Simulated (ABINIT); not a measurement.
Runs of ABINIT 10.8.3 (patched build) on Sn. It takes space group I4/mmm (No. 139, tetragonal). Conventional cell: a = 4.058 Å, b = 4.058 Å, c = 3.322 Å, α = 90.00°, β = 90.00°, γ = 90.00°. Around Sn (site symmetry 4/mmm) lie 10 Sn at 3.32 Å. This isn't the form of Sn at room conditions, which is tetragonal (white tin).

```csv
level,gap on the mesh (eV),pressure (GPa)
RPBE,none,1.9
PBEsol,none,-2.3
SCAN,none,-0.9
AM05,none,-2.4
r2SCAN,none,-0.7
PW91,none,0.6
BLYP,none,5.2
LDA,none,(a)
WC,none,-2.0
revPBE,none,(b)
```

Alike in all rows: task single point; potentials or basis JTH PAW PBE v2.0; no spin polarisation; cell as given; k mesh 10 × 10 × 10; cutoff (eV) 707; smearing fermi-dirac 0.05 eV.

**Question.** Fill in the values left out.

**Answer.** (a) -3.6; (b) 1.5.

Caveats: the PAW data sets were made with another functional, which shifts forces and pressure a little.

A k mesh can miss the band edges, and the runs leave out spin-orbit coupling on Sn.

A gap of «none» marks a metal or a gap under the smearing width.

Runs at the PBE level aren't shown here.
